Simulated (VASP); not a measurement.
Os: band structure with r2SCAN0

The system is Os.

```
CELL_PARAMETERS angstrom
2.73410 0.00000 0.00000
-1.36705 2.36780 0.00000
0.00000 0.00000 4.31970
ATOMIC_POSITIONS crystal
Os 0.66667 0.33333 0.75000
Os 0.33333 0.66667 0.25000
```

| Property | Result |
| --- | --- |
| Program | VASP 6.6.1 |
| Task | band structure |
| Functional | r2SCAN0 |
| Potentials or basis | VASP PAW PBE potentials, release 64 (Os) |
| Cutoff | 520 eV |
| k mesh | 6 × 6 × 3 |
| Occupations | fermi-dirac, width 0.05 eV |
| Spin | no spin polarisation |
| Grid for exact exchange (PRECFOCK) | Fast |
| Exchange at q = 0 | default |
| Further INCAR settings | ALGO = Normal; EDIFF = 1e-07; NBANDS = 15 |

| Item | Value |
| --- | --- |
| Pressure | -8.1 GPa |

Stress tensor (GPa, compression positive):
```
 -5.75   0.00   0.00
  0.00  -5.75   0.00
  0.00   0.00 -12.71
```

Levels at the corners of the path, in eV from the Fermi level:
```
point  band 6  band 7  band 8  band 9  band 10  band 11
    Γ   -3.05   -3.05   -2.35   -2.35    -0.52     2.48
    M   -3.47   -2.52    2.98    3.60     3.60     5.69
    M   -3.47   -2.52    2.98    3.60     3.60     5.69
    K   -4.50   -1.96    2.41    2.41     2.82     6.91
    K   -4.50   -1.96    2.41    2.41     2.82     6.91
    Γ   -3.05   -3.05   -2.35   -2.35    -0.52     2.48
    Γ   -3.05   -3.05   -2.35   -2.35    -0.52     2.48
    A   -3.97   -3.97   -3.97    1.29     1.29     1.29
    A   -3.97   -3.97   -3.97    1.29     1.29     1.29
    L   -1.38   -0.07   -0.07    3.33     3.33     4.35
    L   -1.38   -0.07   -0.07    3.33     3.33     4.35
    H   -4.10   -1.72   -1.72    2.54     2.54     9.95
    H   -4.10   -1.72   -1.72    2.54     2.54     9.95
    A   -3.97   -3.97   -3.97    1.29     1.29     1.29
    L   -1.38   -0.07   -0.07    3.33     3.33     4.35
    M   -3.47   -2.52    2.98    3.60     3.60     5.69
    K   -4.50   -1.96    2.41    2.41     2.82     6.91
    H   -4.10   -1.72   -1.72    2.54     2.54     9.95
```

Wall time 24 min on 1 thread of AMD EPYC 9R45 (Zen 5), with other jobs on the host, peak memory 0.14 GiB.

Caveat: the k mesh is coarse (spacing up to 0.48 Å⁻¹), so the values aren't converged, least of all with exact exchange; an unscreened hybrid on a path of extra k points without a Coulomb cutoff has errors near the mesh points, so the bands along the path aren't reliable; the PAW data sets were made with another functional, which shifts forces and pressure a little; spin-orbit coupling is left out, which moves the levels of the heavy elements.
